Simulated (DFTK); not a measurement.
The system is CoO.

```
CELL_PARAMETERS angstrom
0.00000 2.13150 2.13150
2.13150 0.00000 2.13150
2.13150 2.13150 0.00000
ATOMIC_POSITIONS crystal
Co 0.00000 0.00000 0.00000
O 0.50000 0.50000 0.50000
```

Base run:

```yaml
Program: DFTK 0.8.2
Functional: RPBE
Potentials_or_basis: dojo.nc.sr.pbe.v0_5.standard.upf (PBE)
Cutoff: 1306 eV
k_mesh: 8 × 8 × 8
Occupations: fermi-dirac, width 0.05 eV
Spin: collinear spin, ferromagnetic start
Starting_moments: "[2.0, 0.0] μB"
```

Its results: band gap on the k mesh none (metal or under the smearing width); pressure 3.7 GPa; net moment 2.99 μB per cell; site moments Co +2.64; O +0.35 μB.

**Question.** The run is repeated on the same cell with these changes: functional from RPBE to LDA-VWN; potentials or basis from dojo.nc.sr.pbe.v0_5.standard.upf (PBE) to dojo.nc.sr.lda.v0_4_1.standard.upf (LDA). What comes out?

**Answer.** Band gap on the k mesh none (metal or under the smearing width); pressure -20.1 GPa; net moment 2.87 μB per cell; site moments Co +2.50; O +0.36 μB.

Caveats: a cell with one magnetic atom can't hold antiferromagnetic order, which such compounds often take; semilocal functionals often make such compounds metallic where correlation or magnetic order opens a gap, which also shifts bond lengths; the potentials were made for another functional, which shifts forces and pressure (some runs); so large a pressure means that the cell lies far from this level's equilibrium, or that cutoff or potentials fall short (some runs).
